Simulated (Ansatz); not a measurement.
# Tungsten, diamond under BLYP: from relaxation to bulk modulus, part 2 of 2

The plan for tungsten in the diamond structure: relax it, solve it on a dense k-mesh, then scale the cell to 7 volumes from 88 to 112 % of the relaxed one and try a fit of the equation of state. Spin polarisation is left out. The k-meshes are 10×10×10 for the relaxation; 15×15×15 for the dense run; 10×10×10 for the volumes.

Ansatz 0.2.0; DFT, BLYP, plane waves (420 eV) with PAW, scalar-relativistic.

### 4 Volume × 0.88

This is W in the diamond structure; at room conditions it is bcc.

Input file input.yaml:

```yaml
crystal:
  lattice:
    - [0.0, 2.8340334413, 2.8340334413]
    - [2.8340334413, 0.0, 2.8340334413]
    - [2.8340334413, 2.8340334413, 0.0]
  atoms:
    - { symbol: W, position: [0.125, 0.125, 0.125] }
    - { symbol: W, position: [0.875, 0.875, 0.875] }
hamiltonian:
  xc: blyp
  pseudopotentials:
    kind: paw
    azcp:
      W: "pseudopotentials/W.paw.azcp"
basis:
  ecutwfc: 420
  fft_grid_basis: typed
kpoints:
  mp_grid: { grid: [10, 10, 10], shift: [0, 0, 0] }
magnetization:
  spin_polarized: false
scf:
  occupations: { method: fermi_dirac, width: 0.1 }
  lower_state_search: "off"
output:
  stress: true
  write_density: true
  write_potential: true
  elf: true
  volumetric_format: npy
```

The log of the run (excerpt; [...] marks lines left out):

```text
Warning: RAYON_NUM_THREADS=2 ignored (pool sized by the plan → 2); use --threads N
[...]
Pseudopotentials: kind: paw
Pseudopotential: W, paw, valence charge 14, recommended cutoff 420 eV (normal), <dir>
Functional definition: BLYP
[...]
Crystal: 2 atoms, lattice volume = 45.524 Å³
Basis set: ecut = 420 eV, 893 PW (Γ), exchange–correlation on 54×54×54 points (8 copies of the dense FFT grid, shifted against one another)
Bands: 18, of which v1, the nominal top of the filled ones, is band 14 counted from 1 (13 counted from 0)
Symmetry: 48 space group operations
Space group: Fd-3m (ITA 227), of the structure as read, at distance tolerance 3.6e-5 Å
k-points: 47 of 1000
[...]
SCF iter   1: F=—  HF=-20813.586299 eV  |F-HF|=—  |Δ(HF+E_count)|=         —  Δρ=9.42e-3  dr2=4.93e-2  ethr=1.77e-3  ⟨swp⟩=5.1  Hψ=4077  notcnv=0
[...]
SCF iter   6: F=-20813.575893 eV  HF=-20813.575893 eV  |F-HF|=1.52e-7  |Δ(HF+E_count)|=   2.45e-6  Δρ=1.21e-5  dr2=5.11e-8  ethr=3.57e-10  ⟨swp⟩=10.6  Hψ=6160  notcnv=0
[...]
SCF converged after 6 iterations
Free energy (F): -20813.575893 eV
[...]
E sigma→0 (E₀):  -20813.531423 eV
Entropy (-TS):   -0.088940 eV (-44.470 meV/atom)
Fermi energy:    14.426460 eV
[...]
--- Stress (GPa, compression-positive) ---
       17.839449       0.000000      -0.000000
       -0.000000      17.839449      -0.000000
        0.000000       0.000000      17.839449
  P = ⅓ Tr σ = 17.8394 GPa (178.394 kbar)
--- Band table (eV; the first three rows and the last of 47) ---
  k-point 0: bands = ["-58.6377", "-58.2019", "-23.3793", "-23.3793", "-23.3793", "-22.2389", "-22.2389", "-22.2389", "8.0446", "12.2051", "12.2051", "13.2207", "13.2207", "13.2207", "16.0109", "16.0109", "16.0109", "20.1311"]
[...]
```

Wall time 2.5 s (2 threads of Arm Neoverse N1, shared host); peak memory 0.32 GiB.

The maps below are laid out on this run's own conventional cell (a, b, c = 5.668, 5.668, 5.668 Å).

Density in a lattice plane of the grid's cell (edges 5.67 and 5.67 Å, at 0.125 of the third edge), which holds W.

Ten even steps from ' ' (0.04 e/Å³) to '@' (5.15 e/Å³):
```
    ......                                      
                                                
                                                
                            ......              
                        ..::======::..          
                      ..::**@@@@@@**--..        
                      ..==%%@@%%@@%%==..        
                      ..==%%@@%%@@%%==..        
                      ..::**%%@@%%**--..        
                        ..::======::..          
                            ......              
                                                
                                                
    ......                                      
..::======::..                                  
::**@@@@@@**--..                              ..
==%%@@%%@@%%==..                              ..
==%%@@%%@@%%==..                              ..
::**%%@@%%**--..                              ..
..::======::..                                  
```
Columns run along the first of these edges and rows up along the second, over one cell in 24 and 20 even steps from the bottom left corner. Atoms in the plane (fractional): W at (0.12, 0.12), W at (0.62, 0.62).

ELF in the same plane.

Values, 12 rows by 12 columns:
```
0.36 0.24 0.23 0.36 0.34 0.26 0.29 0.29 0.28 0.29 0.26 0.34
0.29 0.29 0.29 0.29 0.25 0.34 0.37 0.23 0.22 0.37 0.35 0.26
0.18 0.15 0.15 0.18 0.29 0.36 0.34 0.55 0.56 0.35 0.37 0.29
0.14 0.07 0.07 0.15 0.29 0.23 0.58 0.46 0.45 0.56 0.22 0.28
0.14 0.07 0.07 0.15 0.29 0.24 0.57 0.46 0.46 0.55 0.23 0.29
0.17 0.14 0.14 0.18 0.29 0.36 0.32 0.57 0.58 0.34 0.37 0.29
0.29 0.29 0.28 0.29 0.26 0.34 0.36 0.24 0.23 0.36 0.34 0.26
0.37 0.23 0.22 0.37 0.35 0.26 0.29 0.29 0.29 0.29 0.25 0.34
0.34 0.55 0.56 0.35 0.37 0.29 0.18 0.15 0.15 0.18 0.29 0.36
0.58 0.46 0.45 0.56 0.22 0.28 0.14 0.07 0.07 0.15 0.29 0.23
0.57 0.46 0.46 0.55 0.23 0.29 0.14 0.07 0.07 0.15 0.29 0.24
0.32 0.57 0.58 0.34 0.37 0.29 0.17 0.14 0.14 0.18 0.29 0.36
```
Columns run along the first of these edges and rows up along the second, over one cell in 12 and 12 even steps from the bottom left corner. Atoms in the plane (fractional): W at (0.12, 0.12), W at (0.62, 0.62).

Both are smooth fields of the valence electrons: close to the nuclei they are not physical.

Outside the cores ELF peaks at 0.47 on the W–W line, 1.2 Å from W.

### 5 Volume × 0.92

input.yaml: that of step 4 with these lines changed.

```diff
@@ -2,5 +2,5 @@
   lattice:
-    - [0.0, 2.8340334413, 2.8340334413]
-    - [2.8340334413, 0.0, 2.8340334413]
-    - [2.8340334413, 2.8340334413, 0.0]
+    - [0.0, 2.8763386849, 2.8763386849]
+    - [2.8763386849, 0.0, 2.8763386849]
+    - [2.8763386849, 2.8763386849, 0.0]
   atoms:
@@ -26,5 +26 @@
   stress: true
-  write_density: true
-  write_potential: true
-  elf: true
-  volumetric_format: npy
```

The log of the run (excerpt; [...] marks lines left out):

```text
Warning: RAYON_NUM_THREADS=2 ignored (pool sized by the plan → 2); use --threads N
[...]
[... 3 set-up lines as earlier in the session ...]
[...]
Crystal: 2 atoms, lattice volume = 47.594 Å³
Basis set: ecut = 420 eV, 941 PW (Γ), exchange–correlation on 60×60×60 points (8 copies of the dense FFT grid, shifted against one another)
Bands: 18, of which v1, the nominal top of the filled ones, is band 14 counted from 1 (13 counted from 0)
[... 2 set-up lines as earlier in the session ...]
k-points: 47 of 1000
[...]
SCF iter   1: F=—  HF=-20813.772122 eV  |F-HF|=—  |Δ(HF+E_count)|=         —  Δρ=9.27e-3  dr2=5.69e-2  ethr=1.77e-3  ⟨swp⟩=5.1  Hψ=4058  notcnv=0
[...]
SCF iter   6: F=-20813.758618 eV  HF=-20813.758618 eV  |F-HF|=2.25e-7  |Δ(HF+E_count)|=   3.01e-6  Δρ=1.42e-5  dr2=7.60e-8  ethr=3.57e-10  ⟨swp⟩=5.0  Hψ=3219  notcnv=0
[...]
SCF converged after 6 iterations
Free energy (F): -20813.758618 eV
[...]
E sigma→0 (E₀):  -20813.711901 eV
Entropy (-TS):   -0.093433 eV (-46.717 meV/atom)
Fermi energy:    13.620724 eV
[...]
--- Stress (GPa, compression-positive) ---
       10.692021       0.000000      -0.000000
        0.000000      10.692021       0.000000
        0.000000      -0.000000      10.692021
  P = ⅓ Tr σ = 10.6920 GPa (106.920 kbar)
```

It took 1.8 s on 2 threads of Arm Neoverse N1, shared host; peak memory 0.32 GiB.

### 6 Volume × 0.96

input.yaml: that of step 5 with these lines changed.

```diff
@@ -2,5 +2,5 @@
   lattice:
-    - [0.0, 2.8763386849, 2.8763386849]
-    - [2.8763386849, 0.0, 2.8763386849]
-    - [2.8763386849, 2.8763386849, 0.0]
+    - [0.0, 2.9174347899, 2.9174347899]
+    - [2.9174347899, 0.0, 2.9174347899]
+    - [2.9174347899, 2.9174347899, 0.0]
   atoms:
@@ -26 +26,5 @@
   stress: true
+  write_density: true
+  write_potential: true
+  elf: true
+  volumetric_format: npy
```

The log of the run (excerpt; [...] marks lines left out):

```text
Warning: RAYON_NUM_THREADS=2 ignored (pool sized by the plan → 2); use --threads N
[...]
[... 3 set-up lines as earlier in the session ...]
[...]
Crystal: 2 atoms, lattice volume = 49.663 Å³
Basis set: ecut = 420 eV, 941 PW (Γ), exchange–correlation on 60×60×60 points (8 copies of the dense FFT grid, shifted against one another)
Bands: 18, of which v1, the nominal top of the filled ones, is band 14 counted from 1 (13 counted from 0)
[... 2 set-up lines as earlier in the session ...]
k-points: 47 of 1000
[...]
SCF iter   1: F=—  HF=-20813.874536 eV  |F-HF|=—  |Δ(HF+E_count)|=         —  Δρ=9.23e-3  dr2=6.57e-2  ethr=1.77e-3  ⟨swp⟩=5.1  Hψ=4086  notcnv=0
[...]
SCF iter   6: F=-20813.857611 eV  HF=-20813.857611 eV  |F-HF|=2.71e-7  |Δ(HF+E_count)|=   3.77e-6  Δρ=1.46e-5  dr2=8.17e-8  ethr=3.57e-10  ⟨swp⟩=10.8  Hψ=6234  notcnv=0
[...]
SCF converged after 6 iterations
Free energy (F): -20813.857611 eV
[...]
E sigma→0 (E₀):  -20813.808987 eV
Entropy (-TS):   -0.097249 eV (-48.624 meV/atom)
Fermi energy:    12.885088 eV
[...]
--- Stress (GPa, compression-positive) ---
        4.828963       0.000000       0.000000
        0.000000       4.828963      -0.000000
       -0.000000       0.000000       4.828963
  P = ⅓ Tr σ = 4.8290 GPa (48.290 kbar)
--- Band table (eV; the first three rows and the last of 47) ---
  k-point 0: bands = ["-60.1995", "-59.8870", "-24.8256", "-24.8256", "-24.8256", "-23.9222", "-23.9222", "-23.9222", "6.8375", "11.0076", "11.0076", "11.7918", "11.7918", "11.7918", "14.3714", "14.3714", "14.3714", "18.0535"]
[...]
```

Run time: 2.6 s. Hardware: 2 threads of Arm Neoverse N1, shared host; peak memory 0.33 GiB.

### 7 Volume × 1.0

input.yaml: that of step 6 with these lines changed.

```diff
@@ -2,5 +2,5 @@
   lattice:
-    - [0.0, 2.9174347899, 2.9174347899]
-    - [2.9174347899, 0.0, 2.9174347899]
-    - [2.9174347899, 2.9174347899, 0.0]
+    - [0.0, 2.9574046168, 2.9574046168]
+    - [2.9574046168, 0.0, 2.9574046168]
+    - [2.9574046168, 2.9574046168, 0.0]
   atoms:
@@ -26,5 +26 @@
   stress: true
-  write_density: true
-  write_potential: true
-  elf: true
-  volumetric_format: npy
```

The log of the run (excerpt; [...] marks lines left out):

```text
Warning: RAYON_NUM_THREADS=2 ignored (pool sized by the plan → 2); use --threads N
[...]
[... 3 set-up lines as earlier in the session ...]
[...]
Crystal: 2 atoms, lattice volume = 51.732 Å³
Basis set: ecut = 420 eV, 965 PW (Γ), exchange–correlation on 60×60×60 points (8 copies of the dense FFT grid, shifted against one another)
Bands: 18, of which v1, the nominal top of the filled ones, is band 14 counted from 1 (13 counted from 0)
[... 2 set-up lines as earlier in the session ...]
k-points: 47 of 1000
[...]
SCF iter   1: F=—  HF=-20813.908068 eV  |F-HF|=—  |Δ(HF+E_count)|=         —  Δρ=9.25e-3  dr2=7.47e-2  ethr=1.77e-3  ⟨swp⟩=5.1  Hψ=4034  notcnv=0
[...]
SCF iter   7: F=-20813.887840 eV  HF=-20813.887840 eV  |F-HF|=1.85e-8  |Δ(HF+E_count)|=   3.97e-7  Δρ=3.30e-6  dr2=3.40e-9  ethr=3.57e-10  ⟨swp⟩=4.5  Hψ=2725  notcnv=0
[...]
SCF converged after 7 iterations
Free energy (F): -20813.887840 eV
[...]
E sigma→0 (E₀):  -20813.837583 eV
Entropy (-TS):   -0.100515 eV (-50.258 meV/atom)
Fermi energy:    12.211196 eV
[...]
--- Stress (GPa, compression-positive) ---
        0.008403       0.000000      -0.000000
        0.000000       0.008403      -0.000000
       -0.000000       0.000000       0.008403
  P = ⅓ Tr σ = 0.0084 GPa (0.084 kbar)
```

Run time: 1.9 s. Hardware: 2 threads of Arm Neoverse N1, shared host; peak memory 0.33 GiB.

### 8 Volume × 1.04

input.yaml: that of step 7 with these lines changed.

```diff
@@ -2,5 +2,5 @@
   lattice:
-    - [0.0, 2.9574046168, 2.9574046168]
-    - [2.9574046168, 0.0, 2.9574046168]
-    - [2.9574046168, 2.9574046168, 0.0]
+    - [0.0, 2.9963222984, 2.9963222984]
+    - [2.9963222984, 0.0, 2.9963222984]
+    - [2.9963222984, 2.9963222984, 0.0]
   atoms:
@@ -26 +26,5 @@
   stress: true
+  write_density: true
+  write_potential: true
+  elf: true
+  volumetric_format: npy
```

The log of the run (excerpt; [...] marks lines left out):

```text
Warning: RAYON_NUM_THREADS=2 ignored (pool sized by the plan → 2); use --threads N
[...]
[... 3 set-up lines as earlier in the session ...]
[...]
Crystal: 2 atoms, lattice volume = 53.802 Å³
Basis set: ecut = 420 eV, 1067 PW (Γ), exchange–correlation on 60×60×60 points (8 copies of the dense FFT grid, shifted against one another)
Bands: 18, of which v1, the nominal top of the filled ones, is band 14 counted from 1 (13 counted from 0)
[... 1 set-up line as earlier in the session ...]
Space group: Fd-3m (ITA 227), of the structure as read, at distance tolerance 3.8e-5 Å
k-points: 47 of 1000
[...]
SCF iter   1: F=—  HF=-20813.884784 eV  |F-HF|=—  |Δ(HF+E_count)|=         —  Δρ=9.29e-3  dr2=8.35e-2  ethr=1.77e-3  ⟨swp⟩=5.1  Hψ=4041  notcnv=0
[...]
SCF iter   7: F=-20813.861508 eV  HF=-20813.861508 eV  |F-HF|=2.52e-8  |Δ(HF+E_count)|=   5.30e-7  Δρ=3.71e-6  dr2=4.66e-9  ethr=3.57e-10  ⟨swp⟩=9.2  Hψ=5532  notcnv=0
[...]
SCF converged after 7 iterations
Free energy (F): -20813.861508 eV
[...]
E sigma→0 (E₀):  -20813.809804 eV
Entropy (-TS):   -0.103408 eV (-51.704 meV/atom)
Fermi energy:    11.591495 eV
[...]
--- Stress (GPa, compression-positive) ---
       -3.957990       0.000000      -0.000000
       -0.000000      -3.957990      -0.000000
        0.000000       0.000000      -3.957990
  P = ⅓ Tr σ = -3.9580 GPa (-39.580 kbar)
--- Band table (eV; the first three rows and the last of 47) ---
  k-point 0: bands = ["-61.5587", "-61.3309", "-26.0901", "-26.0901", "-26.0901", "-25.3674", "-25.3674", "-25.3674", "5.8266", "9.9765", "9.9765", "10.5813", "10.5813", "10.5813", "12.9836", "12.9836", "12.9836", "16.2849"]
[...]
```

Wall time 2.8 s (2 threads of Arm Neoverse N1, shared host); peak memory 0.33 GiB.

### 9 Volume × 1.08

input.yaml: that of step 8 with these lines changed.

```diff
@@ -2,5 +2,5 @@
   lattice:
-    - [0.0, 2.9963222984, 2.9963222984]
-    - [2.9963222984, 0.0, 2.9963222984]
-    - [2.9963222984, 2.9963222984, 0.0]
+    - [0.0, 3.0342544556, 3.0342544556]
+    - [3.0342544556, 0.0, 3.0342544556]
+    - [3.0342544556, 3.0342544556, 0.0]
   atoms:
@@ -26,5 +26 @@
   stress: true
-  write_density: true
-  write_potential: true
-  elf: true
-  volumetric_format: npy
```

The log of the run (excerpt; [...] marks lines left out):

```text
Warning: RAYON_NUM_THREADS=2 ignored (pool sized by the plan → 2); use --threads N
[...]
[... 3 set-up lines as earlier in the session ...]
[...]
Crystal: 2 atoms, lattice volume = 55.871 Å³
Basis set: ecut = 420 eV, 1067 PW (Γ), exchange–correlation on 60×60×60 points (8 copies of the dense FFT grid, shifted against one another)
Bands: 18, of which v1, the nominal top of the filled ones, is band 14 counted from 1 (13 counted from 0)
[... 2 set-up lines as earlier in the session ...]
k-points: 47 of 1000
[...]
SCF iter   1: F=—  HF=-20813.814461 eV  |F-HF|=—  |Δ(HF+E_count)|=         —  Δρ=9.31e-3  dr2=9.12e-2  ethr=1.77e-3  ⟨swp⟩=5.1  Hψ=3968  notcnv=0
[...]
SCF iter   7: F=-20813.788649 eV  HF=-20813.788649 eV  |F-HF|=2.64e-8  |Δ(HF+E_count)|=   6.02e-7  Δρ=3.67e-6  dr2=4.82e-9  ethr=3.57e-10  ⟨swp⟩=4.5  Hψ=2733  notcnv=0
[...]
SCF converged after 7 iterations
Free energy (F): -20813.788649 eV
[...]
E sigma→0 (E₀):  -20813.735587 eV
Entropy (-TS):   -0.106124 eV (-53.062 meV/atom)
Fermi energy:    11.019632 eV
[...]
--- Stress (GPa, compression-positive) ---
       -7.217966       0.000000       0.000000
       -0.000000      -7.217966      -0.000000
        0.000000      -0.000000      -7.217966
  P = ⅓ Tr σ = -7.2180 GPa (-72.180 kbar)
```

Wall time 2 s (2 threads of Arm Neoverse N1, shared host); peak memory 0.33 GiB.

### 10 Volume × 1.12

input.yaml: that of step 9 with these lines changed.

```diff
@@ -2,5 +2,5 @@
   lattice:
-    - [0.0, 3.0342544556, 3.0342544556]
-    - [3.0342544556, 0.0, 3.0342544556]
-    - [3.0342544556, 3.0342544556, 0.0]
+    - [0.0, 3.0712612059, 3.0712612059]
+    - [3.0712612059, 0.0, 3.0712612059]
+    - [3.0712612059, 3.0712612059, 0.0]
   atoms:
```

The log of the run (excerpt; [...] marks lines left out):

```text
Warning: RAYON_NUM_THREADS=2 ignored (pool sized by the plan → 2); use --threads N
[...]
[... 3 set-up lines as earlier in the session ...]
[...]
Crystal: 2 atoms, lattice volume = 57.940 Å³
Basis set: ecut = 420 eV, 1139 PW (Γ), exchange–correlation on 60×60×60 points (8 copies of the dense FFT grid, shifted against one another)
Bands: 18, of which v1, the nominal top of the filled ones, is band 14 counted from 1 (13 counted from 0)
[... 1 set-up line as earlier in the session ...]
Space group: Fd-3m (ITA 227), of the structure as read, at distance tolerance 3.9e-5 Å
k-points: 47 of 1000
[...]
SCF iter   1: F=—  HF=-20813.705224 eV  |F-HF|=—  |Δ(HF+E_count)|=         —  Δρ=9.27e-3  dr2=9.73e-2  ethr=1.77e-3  ⟨swp⟩=5.1  Hψ=3920  notcnv=0
[...]
SCF iter   7: F=-20813.677589 eV  HF=-20813.677589 eV  |F-HF|=3.29e-8  |Δ(HF+E_count)|=   7.62e-7  Δρ=3.99e-6  dr2=6.19e-9  ethr=3.57e-10  ⟨swp⟩=4.6  Hψ=2774  notcnv=0
[...]
SCF converged after 7 iterations
Free energy (F): -20813.677589 eV
[...]
E sigma→0 (E₀):  -20813.623181 eV
Entropy (-TS):   -0.108815 eV (-54.408 meV/atom)
Fermi energy:    10.490175 eV
[...]
--- Stress (GPa, compression-positive) ---
       -9.890005       0.000000       0.000000
        0.000000      -9.890005      -0.000000
        0.000000       0.000000      -9.890005
  P = ⅓ Tr σ = -9.8900 GPa (-98.900 kbar)
```

It took 2.1 s on 2 threads of Arm Neoverse N1, shared host; peak memory 0.33 GiB.

### 11 Energy and pressure against volume

All volumes keep the relaxed shape and fractional coordinates.

| V (Å³/atom) | E − E₀ (meV/atom) | P from the stress (GPa) | P from the fit (GPa) |
| --- | --- | --- | --- |
| 22.762 | 153.1 | 17.84 | 17.66 |
| 23.797 | 62.8 | 10.69 | 10.53 |
| 24.832 | 14.3 | 4.83 | 4.69 |
| 25.866 | 0.0 | 0.01 | -0.11 |
| 26.901 | 13.9 | -3.96 | -4.06 |
| 27.935 | 51.0 | -7.22 | -7.32 |
| 28.970 | 107.2 | -9.89 | -10.01 |

Fit (Birch-Murnaghan, third order): V₀ = 25.840 Å³/atom, B₀ = 109 GPa, B₀′ = 3.9, largest residual 0.02 meV/atom.

The fit is made to E(σ → 0), while the stress belongs to the free energy F; that is one source of the offset between the two pressures.

### 12 Results

This closing draws on all 2 parts.

| quantity | value |
| --- | --- |
| space group (spins left aside) | Fd-3m (No. 227) |
| conventional cell | a = 5.915 Å |
| volume | 25.866 Å³/atom |
| shortest distance | 2.561 Å |
| gap on the mesh | none (levels filled in part) |
| relative to bcc | +1998 meV/atom |
| V₀, B₀, B₀′ | 25.840 Å³/atom, 109 GPa, 3.9 |

**Reading.** From the guessed start the volume grew by 20.9 % in 6 steps. Against the reference form of tungsten (bcc, computed apart with the same settings) it stands 1998 meV/atom higher. Levels at the Fermi energy are filled in part, as in a metal. The fitted modulus is 109 GPa. The symmetry was held, so the structure may be unstable against distortions that break it.
